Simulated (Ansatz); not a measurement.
Crystal: P.

```
P
1.0
    -1.69151    2.51517    1.85894
     1.69151   -2.51517    1.85894
     1.69151    2.51517   -1.85894
P
2
Direct
  0.19669 0.94669 0.25000
  0.80331 0.05331 0.75000
```

This isn't the form of P at room conditions, which is orthorhombic.

The cell isn't the ideal one: another cell of the same crystal, with 2 atoms.

Base run:

* Program: Ansatz 0.2.0
* Functional: LDA
* Potentials or basis: Ansatz PAW
* Cutoff: 420 eV (not typed: the program's choice for these potentials)
* k mesh: 11 × 11 × 11
* Occupations: gaussian, width 0.1 eV
* Spin: no spin polarisation

Its results: band gap on the k mesh none (metal or under the smearing width); pressure -2.2 GPa; largest force 0.320 eV/Å.

**Question.** The run is repeated on the same cell with these changes: functional from LDA to RPBE. What comes out?

**Answer.** Band gap on the k mesh none (metal or under the smearing width); pressure 4.4 GPa; largest force 0.408 eV/Å.

RPBE binds less tightly than LDA, so the same cell stands under more pressure.

Caveats: the PAW data sets come from PBE, with cores solved anew for the run's functional, which leaves a small shift of forces and pressure.
